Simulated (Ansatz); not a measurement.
Set up this calculation in Ansatz 0.2.0, as the native input.

```yaml
Task: density of states
Functional: PBEsol
Potentials_or_basis: all-electron LAPW, scalar-relativistic
Cutoff: 335 eV (chosen from the basis error)
Basis_error_allowed: 0.001 eV/atom
k_mesh: 10 × 10 × 9
Occupations: fermi-dirac, width 0.05 eV
Spin: no spin polarisation
Hubbard_terms: W d U = 2 eV
```

Crystal: WC (Qusongite).

```xyz
2
Lattice="2.9065 0.0000 0.0000 -1.4532 2.5171 0.0000 0.0000 0.0000 2.8366" Properties=species:S:1:pos:R:3 pbc="T T T"
W     0.0000    0.0000    0.0000
C     1.4533    0.8390    1.4183
```

The input as run:

input.yaml

```yaml
crystal:
  lattice:
    - [2.9065, 0.0, 0.0]
    - [-1.45325, 2.5171028361, 0.0]
    - [0.0, 0.0, 2.8366]
  atoms:
    - { symbol: W, position: [0.0, 0.0, 0.0] }
    - { symbol: C, position: [0.6666666667, 0.3333333333, 0.5] }
kpoints:
  mp_grid: { grid: [10, 10, 9] }
scf:
  occupations: { method: fermi_dirac, width: 0.05 }
hamiltonian:
  xc: pbesol
  pseudopotentials: { kind: all_electron, lapw: { basis_error: 0.001 } }
  hubbard:
    sites: [{ species: W, l: d, u_eff: 2 }]
    double_counting: fll
    projectors: ortho-atomic
output:
  forces: true
  stress: true
  eigenvalues: true
  dos: { projected: false, de: 0.2, e_range: [-10, 6] }
  hubbard: {}
```

Potentials or basis: all-electron LAPW, scalar-relativistic.

Launch:

```sh
$ ansatz run input.yaml --threads 1 --pin off --max-ram 3072MiB --backend cpu --events-out ev --progress --plain --runs-dir out
```

It gave:

```yaml
Pressure: -3.2 GPa
Band_gap_on_the_k_mesh: none (metal or under the smearing width)
```

Caveat: U is the effective U less J, on atomic orbitals that reach past the spheres; U without spin polarisation on a metal has little footing; the U is typed as a test and isn't derived for this compound.

It took 29 s on 1 thread of Arm Neoverse V2, on a shared host, peak memory 0.36 GiB.
